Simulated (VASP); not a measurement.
# HfH2 (I4/mmm) in VASP: a series of runs

Runs on HfH2. Level: PBEsol. Tasks: single point.

Program: VASP 6.6.1. These are calculated values, not measurements. Logs are shortened: lines on timing, memory, paths and dates and some standing lists are left out, and cuts for length are marked.

### Step 1. The crystal as given

It takes space group I4/mmm (No. 139, tetragonal). Conventional cell: a = 3.478 Å, b = 3.478 Å, c = 4.361 Å, α = 90.00°, β = 90.00°, γ = 90.00°. Hf (site symmetry 4/mmm) has 8 H at 2.05 Å as nearest neighbours. Around H (site symmetry -4m2) lie 4 Hf at 2.05 Å and 2 H at 2.18 Å.

### Step 2. Single point, PBEsol

INCAR

```
PREC = Accurate
ENCUT = 650
EDIFF = 1E-6
ISMEAR = 1
SIGMA = 0.15
LREAL = False
LASPH = True
NELM = 100
ALGO = Normal
ISIF = 2
LWAVE = False
LCHARG = False
GGA = PS
NBANDS = 13
ADDGRID = False
```

KPOINTS

```
Automatic mesh
0
Gamma
  5 5 5
```

POSCAR

```
HfH2
1.0
   -1.7390000000      1.7390000000      2.1805000000
    1.7390000000     -1.7390000000      2.1805000000
    1.7390000000      1.7390000000     -2.1805000000
Hf H
1 2
Direct
    0.0000000000      0.0000000000      0.0000000000
    0.2500000000      0.7500000000      0.5000000000
    0.7500000000      0.2500000000      0.5000000000
```

Potentials or basis: VASP PAW PBE potentials, release 64 (Hf_pv, H_s).

The run is started by

```
$ cat potpaw_PBE.64/Hf_pv/POTCAR potpaw_PBE.64/H_s/POTCAR > POTCAR
$ mpirun -np 1 vasp_std > vasp.out
```

OUTCAR:

```text
PREC = Accurate
   ENCUT = 650
   EDIFF = 1E-6
   ISMEAR = 1
   LREAL = False
   LASPH = True
   NELM = 100
   ISIF = 2
   GGA = PS

 Found     18 irreducible k-points:

 Following reciprocal coordinates:
            Coordinates               Weight
  0.000000  0.000000  0.000000      1.000000
  0.200000 -0.000000  0.000000      8.000000
  0.400000  0.000000  0.000000      8.000000
  0.200000  0.200000  0.000000      8.000000
  0.400000  0.200000  0.000000     16.000000
 -0.400000  0.200000  0.000000     16.000000
   k-points           NKPTS =     18   k-points in BZ     NKDIM =     18   number of bands    NBANDS=     13
   number of dos      NEDOS =    301   number of ions     NIONS =      3
   total plane-waves  NPLWV =  21952
   dimension x,y,z NGX =    28 NGY =   28 NGZ =   28
   dimension x,y,z NGXF=    56 NGYF=   56 NGZF=   56
   ions per type =               1   2
   NGX,Y,Z   is equivalent  to a cutoff of  14.16, 14.16, 14.16 a.u.
   NGXF,Y,Z  is equivalent  to a cutoff of  28.33, 28.33, 28.33 a.u.
 SYSTEM =  unknown system
   PREC   = accura    normal or accurate (medium, high low for compatibility)
   ISTART =      0    job   : 0-new  1-cont  2-samecut
   ICHARG =      2    charge: 1-file 2-atom 10-const
   ISPIN  =      1    spin polarized calculation?
   LNONCOLLINEAR =      F non collinear calculations
   LSORBIT =      F    spin-orbit coupling
   LASPH  =      T    aspherical Exc in radial PAW
   ENCUT  =  650.0 eV  47.77 Ry    6.91 a.u.   6.83  6.83  6.83*2*pi/ulx,y,z
   NELM   =    100;   NELMIN=  2; NELMDL= -5     # of ELM steps
   EDIFF  = 0.1E-05   stopping-criterion for ELM
   LREAL  =      F    real-space projection
   EDIFFG = 0.1E-04   stopping-criterion for IOM
   NSW    =      0    number of steps for IOM
   IBRION =     -1    ionic relax: 0-MD 1-quasi-New 2-CG
   NFREE  =      0    steps in history (QN), initial steepest desc. (CG)
   ISIF   =      2    stress and relaxation
   ISYM   =      2    0-nonsym 1-usesym 2-fastsym
   POTIM  = 0.5000    time-step for ionic-motion
   TEBEG  =    0.0;   TEEND  =   0.0 temperature during run
   PSTRESS=    0.0 pullay stress
   NELECT =      12.0000    total number of electrons
   NUPDOWN=      -1.0000    fix difference up-down
   EMIN   =  10.00;   EMAX   =-10.00  energy-range for DOS
   EFERMI =   0.00;   METHOD = LEGACY
   ISMEAR =     1;   SIGMA  =   0.15  broadening in eV -4-tet -1-fermi 0-gaus
   EFERMI_NEDOS =   21; number of points for ismear=-14 and -15
   IALGO  =     38    algorithm
   IMIX   =      4    mixing-type and parameters
     AMIX     =   0.40;   BMIX     =  1.00
     AMIX_MAG =   1.60;   BMIX_MAG =  1.00
  volume/ion in A,a.u.               =       8.79        59.33
  Fermi-wavevector in a.u.,A,eV,Ry     =   1.259109  2.379372 21.570088  1.585357
  Thomas-Fermi vector in A             =   2.392686
   LORBIT       =      0    0 simple, 1 ext, 2 COOP (PROOUT), +10 PAW based schemes
   GGA     = PS    functional components
   LHFCALC =     F    Hartree Fock is set to
   AEXX    =    0.0000 exact exchange contribution
   IVDW    =     0    specifies the selected vdW correction
   LEPSILON=     F    determine dielectric tensor
   LRPA    =     F    only Hartree local field effects (RPA)
 non-spin polarized calculation
 Methfessel and Paxton  Order N= 1 SIGMA  =   0.15
  energy-cutoff  :      650.00
  volume of cell :       26.38
 maximum number of plane-waves:      1001
   NGX = 13   NGY = 13   NGZ = 13

 number of electron      12.0000000 magnetization

 Free energy of the ion-electron system (eV)
  ---------------------------------------------------
  ext. energy  EPLUGINS =         0.00000000
  ---------------------------------------------------
  free energy    TOTEN  =       -18.84047087 eV

  energy without entropy =      -18.84116368  energy(sigma->0) =      -18.84070181

 E-fermi :   5.3830     XC(G=0): -11.5335

 val. band max:        5.2367661315   @ k =  -0.2000   0.2000   0.0000
 cond. band min:       5.4598121665   @ k =  -0.2000   0.4000   0.2000
 fundamental gap:      0.2230460350
 Fermi energy:         5.3829599421

 k-point     1 :       0.0000    0.0000    0.0000
  band No.  band energies     occupation
      1     -25.7315      2.00000
      2     -25.7315      2.00000
      3     -25.6656      2.00000
      4      -6.0354      2.00000
      5       3.9808      2.00000
      6       4.7355      2.00000
      7       4.7355      2.00000
      8       5.5188     -0.02462
      9       7.0588     -0.00000
     10       8.4024      0.00000
     11      16.6178      0.00000
     12      17.0593      0.00000
     13      17.0593      0.00000

 k-point     2 :       0.2000   -0.0000    0.0000
  band No.  band energies     occupation
      1     -25.9141      2.00000
      2     -25.7714      2.00000
      3     -25.6985      2.00000
      4      -5.0185      2.00000
      5       1.0936      2.00000
      6       4.9602      2.00050
      7       5.7001     -0.01087
      8       7.1572     -0.00000
      9       7.8200     -0.00000
     10       9.1185      0.00000
     11      13.8254      0.00000
     12      17.5279      0.00000
     13      17.8972      0.00000
[... 33 lines left out ...]
 k-point     5 :       0.4000    0.2000    0.0000
  band No.  band energies     occupation
      1     -26.2034      2.00000
      2     -25.9577      2.00000
      3     -25.7703      2.00000
      4      -2.3049      2.00000
      5      -0.5156      2.00000
      6       3.5645      2.00000
      7       6.2794     -0.00000
      8       8.5932      0.00000
      9       9.8408      0.00000
     10      10.9203      0.00000
     11      12.7082      0.00000
     12      14.1595      0.00000
     13      17.5541      0.00000

 k-point     6 :      -0.4000    0.2000    0.0000
  band No.  band energies     occupation
      1     -26.1407      2.00000
      2     -25.8571      2.00000
      3     -25.7829      2.00000
      4      -3.0117      2.00000
      5      -0.3989      2.00000
      6       3.6679      2.00000
      7       6.4542     -0.00000
      8       7.8824     -0.00000
      9       9.2279      0.00000
     10      12.0308      0.00000
     11      13.1656      0.00000
     12      14.6067      0.00000
     13      16.4940      0.00000

 [... further k-points ...]

------------------------ aborting loop because EDIFF is reached ----------------------------------------

  FORCE on cell =-STRESS in cart. coord.  units (eV):
  Direction    XX          YY          ZZ          XY          YZ          ZX
  --------------------------------------------------------------------------------------
  -------------------------------------------------------------------------------------
  Total       -1.0022974     -1.0022974     -0.8228353      0.0000000     -0.0000000      0.0000000
  in kB      -60.8824265    -60.8824265    -49.9813816      0.0000000     -0.0000000      0.0000000
  external PRESSURE =     -57.2487449 kB  Pullay stress =       0.0000000 kB

 VOLUME and BASIS-vectors are now :
 -----------------------------------------------------------------------------
  energy-cutoff  :      650.00
  volume of cell :       26.38
      direct lattice vectors                 reciprocal lattice vectors
    -1.739000000  1.739000000  2.180500000     0.000000000  0.287521564  0.229305205
     1.739000000 -1.739000000  2.180500000     0.287521564  0.000000000  0.229305205
     1.739000000  1.739000000 -2.180500000     0.287521564  0.287521564  0.000000000

 POSITION                                       TOTAL-FORCE (eV/Angst)
 -----------------------------------------------------------------------------------
      0.00000      0.00000      0.00000        -0.000000      0.000000     -0.000000
      1.73900     -0.00000      1.09025        -0.000000     -0.000000     -0.000000
     -0.00000      1.73900      1.09025         0.000000      0.000000      0.000000
 -----------------------------------------------------------------------------------
    total drift:                               -0.000000     -0.000000      0.000000

  FREE ENERGIE OF THE ION-ELECTRON SYSTEM (eV)
  ---------------------------------------------------
  free  energy   TOTEN  =       -18.8404708744 eV

  energy  without entropy=      -18.8411636803  energy(sigma->0) =      -18.84070181
```

OSZICAR:

```text
N       E                     dE             d eps       ncg     rms          rms(c)
DAV:   1     0.181124965221E+02    0.18112E+02   -0.74675E+03   476   0.103E+03
DAV:   2    -0.190822765477E+02   -0.37195E+02   -0.35769E+02   581   0.197E+02
DAV:   3    -0.199944481499E+02   -0.91217E+00   -0.90802E+00   586   0.208E+01
DAV:   4    -0.199981907501E+02   -0.37426E-02   -0.37422E-02   538   0.166E+00
DAV:   5    -0.199982134872E+02   -0.22737E-04   -0.22736E-04   587   0.112E-01    0.468E+01
DAV:   6    -0.190573392988E+02    0.94087E+00   -0.60253E-01   503   0.614E+00    0.298E+01
DAV:   7    -0.188821855660E+02    0.17515E+00   -0.82284E-01   528   0.693E+00    0.516E+00
DAV:   8    -0.188431452683E+02    0.39040E-01   -0.15290E-01   493   0.316E+00    0.221E+00
DAV:   9    -0.188405391245E+02    0.26061E-02   -0.79853E-03   528   0.776E-01    0.526E-01
DAV:  10    -0.188404706544E+02    0.68470E-04   -0.90773E-04   593   0.225E-01    0.244E-01
DAV:  11    -0.188404715991E+02   -0.94467E-06   -0.17752E-05   563   0.363E-02    0.799E-02
DAV:  12    -0.188404708744E+02    0.72471E-06   -0.11435E-06   393   0.846E-03
   1 F= -.18840471E+02 E0= -.18840702E+02  d E =0.692806E-03
```

It took 5 s on 1 thread of Intel Xeon 6975P-C (Granite Rapids), shared host; peak memory 0.16 GiB.

The run converged, but some of its settings lie outside the range that counts as converged, so its numbers aren't taken as properties of the crystal.

What came out:

```yaml
Free_energy: -18.8405 eV
Pressure: -5.7 GPa
Band_gap_on_the_k_mesh: none (metal or under the smearing width)
```

Caveat: the k mesh is coarse (spacing up to 0.51 Å⁻¹), so the values aren't converged; the PAW data sets were made with another functional, which shifts forces and pressure a little.

### Step 3. Single point, PBEsol

Edit INCAR of step 2 so:

```diff
@@ -1,3 +1,3 @@
 PREC = Accurate
-ENCUT = 650
+ENCUT = 460
 EDIFF = 1E-6
```

KPOINTS

```
Automatic mesh
0
Gamma
  6 6 6
```

POSCAR is that of step 2.

Potentials or basis: VASP PAW PBE potentials, release 64 (Hf_pv, H_s).

The run is started by

```
$ cat potpaw_PBE.64/Hf_pv/POTCAR potpaw_PBE.64/H_s/POTCAR > POTCAR
$ mpirun -np 1 vasp_std > vasp.out
```

Run time: 3.8 s. Hardware: 1 thread of Intel Xeon 6975P-C (Granite Rapids), shared host; peak memory 0.14 GiB.

The run converged, but some of its settings lie outside the range that counts as converged, so its numbers aren't taken as properties of the crystal.

What came out:

| Quantity | Value |
| --- | --- |
| Free energy | -18.8317 eV |
| Pressure | -5.6 GPa |
| Band gap on the k mesh | none (metal or under the smearing width) |

Caveat: the k mesh is coarse (spacing up to 0.43 Å⁻¹), so the values aren't converged; the PAW data sets were made with another functional, which shifts forces and pressure a little.

### Step 4. Single point, PBEsol

Edit INCAR of step 3 so:

```diff
@@ -1,3 +1,3 @@
 PREC = Accurate
-ENCUT = 460
+ENCUT = 280
 EDIFF = 1E-6
```

KPOINTS

```
Automatic mesh
0
Gamma
  8 8 8
```

POSCAR is that of step 3.

The run is started by

```
$ cat potpaw_PBE.64/Hf_pv/POTCAR potpaw_PBE.64/H_s/POTCAR > POTCAR
$ mpirun -np 1 vasp_std > vasp.out
```

Run time: 4.3 s. Hardware: 1 thread of Intel Xeon 6975P-C (Granite Rapids), shared host; peak memory 0.12 GiB.

These settings aren't checked as converged: the numbers below hold their error.

What came out:

| Property | Result |
| --- | --- |
| Free energy | -18.8272 eV |
| Pressure | -7.1 GPa |
| Band gap on the k mesh | none (metal or under the smearing width) |

Caveat: the PAW data sets were made with another functional, which shifts forces and pressure a little.
